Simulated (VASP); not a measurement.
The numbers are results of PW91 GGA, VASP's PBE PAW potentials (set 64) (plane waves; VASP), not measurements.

VASP input:

### INCAR
```
ALGO  =  Normal   # blocked Davidson
EDIFF  =  1E-7   # SCF stop (eV)
GGA  =  91   # PW91
ISMEAR  =  0   # Gaussian
ICHARG  =  11   # fixed density
PREC  =  Accurate
LWAVE  =  .FALSE.
SIGMA  =  0.05   # width (eV)
LREAL  =  .FALSE.   # projection in real space or not
NELM  =  100   # most electronic steps
LORBIT  =  11
LASPH  =  .TRUE.   # aspherical one-centre terms
LCHARG  =  .FALSE.
SYSTEM  =  CaF2
ENCUT  =  520
```

KPOINTS:
```
k-points along high-symmetry lines
15
Line-mode
Reciprocal
  0.000000   0.000000   0.000000 ! GAMMA
  0.500000  -0.000000   0.500000 ! X

  0.500000  -0.000000   0.500000 ! X
  0.625000   0.250000   0.625000 ! U

  0.375000   0.375000   0.750000 ! K
  0.000000   0.000000   0.000000 ! GAMMA

  0.000000   0.000000   0.000000 ! GAMMA
  0.500000   0.500000   0.500000 ! L

  0.500000   0.500000   0.500000 ! L
  0.500000   0.250000   0.750000 ! W

  0.500000   0.250000   0.750000 ! W
  0.500000  -0.000000   0.500000 ! X
```

**POSCAR**
```
CaF2
3.8926020
  0.0000000000   0.7071068266   0.7071068266
  0.7071068266   0.0000000000   0.7071068266
  0.7071068266   0.7071068266   0.0000000000
Ca F
1 2
Cart
  0.7071068266   1.4142136533   0.7071068266
  0.3535534133   0.3535534133   0.3535534133
  1.0606602400   1.0606602400   1.0606602400
```

POTCAR, in this order: Ca_sv F (PBE.64 set). Program: vasp_std. Read from the step before: CHGCAR.

The run wrote:

### OUTCAR
```
 ion  position               nearest neighbor table
   1  0.000  0.000  0.000-   3 2.38   3 2.38   3 2.38   2 2.38   3 2.38   2 2.38   2 2.38   2 2.38
  LATTYP: Found a face centered cubic cell.
 ALAT       =     5.5049708952
 Subroutine PRICEL returns:
 Original cell was already a primitive cell.
 Subroutine GETGRP returns: Found 48 space group operations
The static configuration has the point symmetry O_h .
The dynamic configuration has the point symmetry O_h .
 Subroutine INISYM returns: Found 48 space group operations
   k-points           NKPTS =     90   k-points in BZ     NKDIM =     90   number of bands    NBANDS=     16
   number of dos      NEDOS =    301   number of ions     NIONS =      3
   total plane-waves  NPLWV =  27000
   dimension x,y,z NGX =    30 NGY =   30 NGZ =   30
   dimension x,y,z NGXF=    60 NGYF=   60 NGZF=   60
   ions per type =               1   2
   PREC   = accura    normal or accurate (medium, high low for compatibility)
   ISTART =      0    job   : 0-new  1-cont  2-samecut
   ICHARG =     11    charge: 1-file 2-atom 10-const
   ISPIN  =      1    spin polarized calculation?
   LNONCOLLINEAR =      F non collinear calculations
   LSORBIT =      F    spin-orbit coupling
   INIWAV =      1    electr: 0-lowe 1-rand  2-diag
   ENCUT  =  520.0 eV  38.22 Ry    6.18 a.u.   7.24  7.24  7.24*2*pi/ulx,y,z
   NELM   =    100;   NELMIN=  2; NELMDL= -5     # of ELM steps
...
```

**OSZICAR**
```
       N       E                     dE             d eps       ncg     rms          rms(c)
DAV:   1     0.212108946443E+03    0.21211E+03   -0.13825E+04  2880   0.152E+03
DAV:   2    -0.802672555297E+01   -0.22014E+03   -0.21608E+03  3704   0.381E+02
DAV:   3    -0.170426342948E+02   -0.90159E+01   -0.90075E+01  3296   0.852E+01
DAV:   4    -0.173975101128E+02   -0.35488E+00   -0.35480E+00  5056   0.127E+01
DAV:   5    -0.173993502345E+02   -0.18401E-02   -0.18401E-02  3272   0.929E-01
DAV:   6    -0.173993889552E+02   -0.38721E-04   -0.38721E-04  4208   0.825E-02
DAV:   7    -0.173993895250E+02   -0.56979E-06   -0.56984E-06  3784   0.122E-02
DAV:   8    -0.173993895367E+02   -0.11645E-07   -0.11649E-07  3568   0.145E-03
   1 F= -.17399390E+02 E0= -.17399390E+02  d E =-.175139E-16
```

File OUTCAR:
```
 val. band max:       -1.1902778656   @ k =   0.5000   0.0000   0.5000

 cond. band min:       5.9995219372   @ k =   0.0000   0.0000   0.0000



 k-point     1 :       0.0000    0.0000    0.0000
  band No.  band energies     occupation
      1     -37.2296      2.00000
      2     -20.9970      2.00000
      3     -20.2562      2.00000
      4     -18.2445      2.00000
      5     -18.2445      2.00000
      6     -18.2445      2.00000
      7      -3.2264      2.00000
      8      -3.2264      2.00000
      9      -3.2264      2.00000
     10      -1.4415      2.00000
     11      -1.4414      2.00000
     12      -1.4414      2.00000
     13       5.9995      0.00000
     14       7.8794      0.00000
     15       7.8794      0.00000
     16       9.8350      0.00000

 k-point     2 :       0.0357    0.0000    0.0357
  band No.  band energies     occupation
      1     -37.2291      2.00000
      2     -21.0013      2.00000
      3     -20.2599      2.00000
      4     -18.2457      2.00000
      5     -18.2457      2.00000
      6     -18.2358      2.00000
      7      -3.2228      2.00000
      8      -3.2228      2.00000
      9      -3.2045      2.00000
     10      -1.4797      2.00000
     11      -1.4405      2.00000
     12      -1.4405      2.00000
     13       6.0454      0.00000
     14       7.8767      0.00000
     15       7.8891      0.00000
     16       9.8210      0.00000

 k-point     3 :       0.0714    0.0000    0.0714
  band No.  band energies     occupation
      1     -37.2277      2.00000
      2     -21.0156      2.00000
      3     -20.2712      2.00000
      4     -18.2492      2.00000
      5     -18.2492      2.00000
      6     -18.2103      2.00000
      7      -3.2121      2.00000
      8      -3.2121      2.00000
      9      -3.1395      2.00000
     10      -1.5903      2.00000
     11      -1.4379      2.00000
     12      -1.4379      2.00000
     13       6.1789      0.00000
     14       7.8675      0.00000
...
```

The density is held fixed in this step, so its total energy and stress have no physical meaning.

The compound is CaF2 in the fluorite structure. It was relaxed first.
